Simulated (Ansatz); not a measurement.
# An extra Si started as a Si–Si split interstitial in alpha-quartz SiO2, 73 atoms, charge +1

Aim: let the atoms about the defect relax, then find its formation energy, its levels in the gap and its spin by PBEsol and HSE06.

All numbers are computed with Ansatz 0.2.0 (PAW, plane waves).

**1. The starting cell**

73 atoms (25 Si, 48 O); a = 9.902 Å, b = 9.902 Å, c = 10.886 Å, α = 90.00°, β = 90.00°, γ = 120.00°. All atoms were shaken off their sites by about 0.02 Å along each axis; atoms next to an added one may be pushed further to make room. Defect site 1: (0.265, 0.265, 0.500). Starting moments add up to 1 μB.

Steps to follow: (2) PBEsol relaxation at the single k point (¼, ¼, ¼), on 1 × NVIDIA GB300 Max-Q with 8 threads of Arm Neoverse-V2; (3) HSE06 single point at the single k point (¼, ¼, ¼), on 1 × NVIDIA GB300 Max-Q with 8 threads of Arm Neoverse-V2.

**2. Relaxing the atoms with PBEsol**

in.yaml

```yaml
crystal:
  lattice:
    - [9.901639, 0.000000, 0.000000]
    - [-4.950819, 8.575071, 0.000000]
    - [0.000000, 0.000000, 10.885880]
  atoms:
    - { symbol: Si, position: [0.239344, 0.002963, 0.169513] }
    - { symbol: Si, position: [0.232728, 0.999391, 0.667404] }
    - { symbol: Si, position: [0.237769, 0.498406, 0.167201] }
    - { symbol: Si, position: [0.236644, 0.501236, 0.667175] }
    - { symbol: Si, position: [0.734639, 0.997067, 0.166434] }
    - { symbol: Si, position: [0.735897, 0.999091, 0.665913] }
    - { symbol: Si, position: [0.731477, 0.498100, 0.171442] }
    - { symbol: Si, position: [0.739272, 0.500146, 0.669041] }
    - { symbol: Si, position: [0.997165, 0.231544, 0.329812] }
    - { symbol: Si, position: [0.001942, 0.240335, 0.832683] }
    - { symbol: Si, position: [0.001200, 0.735339, 0.333994] }
    - { symbol: Si, position: [0.004161, 0.735955, 0.835223] }
    - { symbol: Si, position: [0.497817, 0.230818, 0.335608] }
    - { symbol: Si, position: [0.499941, 0.234277, 0.833366] }
    - { symbol: Si, position: [0.500264, 0.735679, 0.332676] }
    - { symbol: Si, position: [0.497265, 0.735608, 0.832824] }
    - { symbol: Si, position: [0.262070, 0.258703, 0.996735] }
    - { symbol: Si, position: [0.126273, 0.162754, 0.498985], spin: 0.167 }
    - { symbol: Si, position: [0.264918, 0.766228, 0.998821] }
    - { symbol: Si, position: [0.266641, 0.765674, 0.498299] }
    - { symbol: Si, position: [0.760014, 0.262797, 0.000971] }
    - { symbol: Si, position: [0.763478, 0.263125, 0.498186] }
    - { symbol: Si, position: [0.768646, 0.762142, 0.999626] }
    - { symbol: Si, position: [0.766962, 0.763242, 0.503891] }
    - { symbol: Si, position: [0.401285, 0.365477, 0.500255], spin: 0.167 }
    - { symbol: O, position: [0.208014, 0.132645, 0.108853] }
    - { symbol: O, position: [0.205744, 0.133589, 0.603757], spin: 0.167 }
    - { symbol: O, position: [0.206161, 0.634162, 0.108241] }
    - { symbol: O, position: [0.205561, 0.631184, 0.607407] }
    - { symbol: O, position: [0.707269, 0.135766, 0.107016] }
    - { symbol: O, position: [0.705626, 0.134918, 0.607610] }
    - { symbol: O, position: [0.699478, 0.631342, 0.105169] }
    - { symbol: O, position: [0.709483, 0.636416, 0.607616] }
    - { symbol: O, position: [0.365923, 0.070430, 0.270132] }
    - { symbol: O, position: [0.368227, 0.071500, 0.772516] }
    - { symbol: O, position: [0.366710, 0.576915, 0.272826] }
    - { symbol: O, position: [0.368849, 0.575142, 0.773978] }
    - { symbol: O, position: [0.866515, 0.074432, 0.272601] }
    - { symbol: O, position: [0.865414, 0.071446, 0.776030] }
    - { symbol: O, position: [0.866170, 0.572771, 0.273207] }
    - { symbol: O, position: [0.864434, 0.572668, 0.773504] }
    - { symbol: O, position: [0.424639, 0.291322, 0.440870], spin: 0.167 }
    - { symbol: O, position: [0.427194, 0.295402, 0.938908] }
    - { symbol: O, position: [0.423734, 0.790870, 0.438594] }
    - { symbol: O, position: [0.425449, 0.791561, 0.941786] }
    - { symbol: O, position: [0.925179, 0.290713, 0.439635] }
    - { symbol: O, position: [0.929156, 0.296961, 0.941424] }
    - { symbol: O, position: [0.924905, 0.788288, 0.442183] }
    - { symbol: O, position: [0.927576, 0.793970, 0.940424] }
    - { symbol: O, position: [0.135060, 0.206924, 0.391552], spin: 0.167 }
    - { symbol: O, position: [0.131846, 0.205508, 0.892930] }
    - { symbol: O, position: [0.132986, 0.706949, 0.390686] }
    - { symbol: O, position: [0.132851, 0.704579, 0.890415] }
    - { symbol: O, position: [0.632817, 0.208013, 0.396674] }
    - { symbol: O, position: [0.630394, 0.202846, 0.893346] }
    - { symbol: O, position: [0.634803, 0.705497, 0.389542] }
    - { symbol: O, position: [0.632964, 0.707982, 0.892951] }
    - { symbol: O, position: [0.077371, 0.367972, 0.229891] }
    - { symbol: O, position: [0.075480, 0.368568, 0.720594] }
    - { symbol: O, position: [0.077567, 0.869208, 0.226128] }
    - { symbol: O, position: [0.071357, 0.868719, 0.724154] }
    - { symbol: O, position: [0.571813, 0.362943, 0.227049] }
    - { symbol: O, position: [0.572300, 0.366927, 0.725381] }
    - { symbol: O, position: [0.578161, 0.869688, 0.229148] }
    - { symbol: O, position: [0.574902, 0.869738, 0.723256] }
    - { symbol: O, position: [0.293735, 0.426274, 0.059710] }
    - { symbol: O, position: [0.291385, 0.424067, 0.561807], spin: 0.167 }
    - { symbol: O, position: [0.288633, 0.925600, 0.061290] }
    - { symbol: O, position: [0.292708, 0.927050, 0.559411] }
    - { symbol: O, position: [0.794116, 0.427484, 0.058846] }
    - { symbol: O, position: [0.795684, 0.429257, 0.560866] }
    - { symbol: O, position: [0.793278, 0.924975, 0.059412] }
    - { symbol: O, position: [0.790792, 0.925752, 0.558818] }
  symmetry: { detect: false }
kpoints:
  mp_grid: { grid: [1, 1, 1], shift: [0.25, 0.25, 0.25] }
hamiltonian:
  xc: pbesol
total_charge: 1
magnetization:
  spin_polarized: true
scf:
  occupations: { method: fermi_dirac, width: 0.01 }
relax:
  f_tol: 0.03
  max_steps: 80
  escape_saddle: false
  adjacent_minimum: "off"
output:
  forces: true
  eigenvalues: true
  populations: true
  charged_corrections: { epsilon: 4.5 }
```

On the command line:

```
$ ansatz run in.yaml --threads 8 --pin off --max-ram 118750MiB --runs-dir r --events-out ev --progress --plain --backend cuda --devices 0,
```

Further steps of the session: HSE06 single point.

Q: Predict the outcome of this session. Wanted: for each run, formation energy; host gap; top filled to lowest empty; moment.

**Answer**, as computed:

| level | time | formation energy (eV) | host gap (eV) | top filled to lowest empty (eV) | moment (μB) |
| --- | --- | --- | --- | --- | --- |
| PBEsol, relaxation | 22 s (GPU) | 1.98 | 5.75 | 1.50 | 1.00 |
| HSE06 | 34 s (GPU) | 1.36 | 7.72 | 3.07 | 1.00 |

| quantity | value |
| --- | --- |
| relaxation | 14 recorded steps, 25.56 eV gained |
| largest shift | 0.74 Å (Si25) |
| largest local moment | +0.70 μB on Si |

**In words.** The relaxation lowers the energy by 25.56 eV; the largest shift is 0.74 Å (Si25). The formation energy at E_F = VBM goes from 1.98 eV (PBEsol) to 1.36 eV (HSE06), as the host gap goes from 5.75 to 7.72 eV. The reservoirs are the elements' reference phases; where the defect changes the composition, the value depends on that choice. HSE06 puts 6 localised levels over 0.1 eV inside the gap, at 1.89 (filled), 2.13 (filled), 3.07 (filled), 6.14 (empty) eV (the lowest four), the tightest of them shared by about 3 atoms. The host's edges were read at Γ, so band-like levels at this k point need not coincide with them. One k point and a cell of this size can leave errors of several tenths of an eV. The dielectric constant of 4.5 in the correction is an assumed value.
